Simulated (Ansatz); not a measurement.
What a change of settings does to a run on TlBr

The cell is COD entry 9008793, as deposited and not checked against the literature; nothing was relaxed. It is an old determination, and later ones may differ.

First run: DFT, PBE, all-electron LAPW, non-relativistic (Ansatz 0.2.0).

Command: `ansatz run input.yaml --threads 1 --pin off --max-ram 2048MiB --backend cpu --events-out ev --progress --plain --runs-dir out` The run took 11 s on 1 thread of Arm Neoverse V2, with other jobs on the host, peak memory 0.29 GiB.

```yaml
crystal:
  lattice:
    - [3.97, 0.0, 0.0]
    - [0.0, 3.97, 0.0]
    - [0.0, 0.0, 3.97]
  atoms:
    - { symbol: Tl, position: [0.0, 0.0, 0.0] }
    - { symbol: Br, position: [0.5, 0.5, 0.5] }
kpoints:
  mp_grid: { grid: [8, 8, 8] }
  band_path:
    path:
      - [0.0, 0.0, 0.0]
      - [0.0, 0.5, 0.0]
      - [0.5, 0.5, 0.0]
      - [0.0, 0.0, 0.0]
      - [0.5, 0.5, 0.5]
      - [0.0, 0.5, 0.0]
      - [0.5, 0.5, 0.5]
      - [0.5, 0.5, 0.0]
    npoints: 5
scf:
  occupations: { method: fermi_dirac, width: 0.03 }
hamiltonian:
  xc: pbe
  pseudopotentials:
    kind: all_electron
    lapw: { basis_error: 0.001 }
    relativity: none
output:
  forces: true
  stress: true
  eigenvalues: true
```

Result: converged; pressure 2.78 GPa; gap on the k mesh 0.30 eV; 8 SCF iterations.

No spin–orbit coupling, which matters for the heavy atoms here.

The input is then changed:

```diff
@@ -22,4 +22,5 @@
 scf:
   occupations: { method: fermi_dirac, width: 0.03 }
+  mixing: { preconditioner: kerker_dos }
 hamiltonian:
   xc: pbe
```

Question: Predict the outcome of the changed run.

Answer: It converged; energy at zero smearing 0.0 meV/atom from the first run; pressure 2.78 GPa; gap on the k mesh 0.30 eV; 7 SCF iterations.
